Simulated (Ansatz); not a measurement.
TePb under changes of volume

One of the cells (33.730 Å³/atom); the others are scaled copies at fixed shape and fractional positions:

```
Pb Te
1.0
     0.00000    3.23100    3.23100
     3.23100    0.00000    3.23100
     3.23100    3.23100    0.00000
Pb Te
1 1
Direct
  0.00000 0.00000 0.00000
  0.50000 0.50000 0.50000
```

- Program: Ansatz 0.2.0
- Functional: PBE
- Potentials or basis: Ansatz PAW
- Cutoff: 420 eV (not typed: the program's choice for these potentials)
- k mesh: 7 × 7 × 7
- Occupations: fermi-dirac, width 0.05 eV
- Spin: no spin polarisation

| volume (Å³/atom) | energy over the lowest point (meV/atom) | pressure (GPa) |
| --- | --- | --- |
| 31.706 | 57.28 | 5.5 |
| 32.380 | 36.83 | 4.2 |
| 33.055 | 21.37 | 3.1 |
| 33.730 | 10.38 | 2.1 |
| 34.404 | ? | ? |
| 35.079 | 0.08 | 0.4 |
| 35.753 | 0.00 | -0.3 |

Problem. What does the run at 34.404 Å³/atom give?

Solution. Energy over the lowest point 3.42 meV/atom; pressure 1.2 GPa.

Worked out: A Birch-Murnaghan fit of order 3 (a polynomial in V^(-2/3)) to the other rows has its minimum at 35.43 Å³/atom with B0 = V·E''(V) = 38 GPa and B' = 4.6. It gives 3.43 meV/atom at 34.404 Å³/atom, against the run's 3.42, and -dE/dV = 1.2 GPa, against 1.2.

Energies are extrapolated to zero smearing.
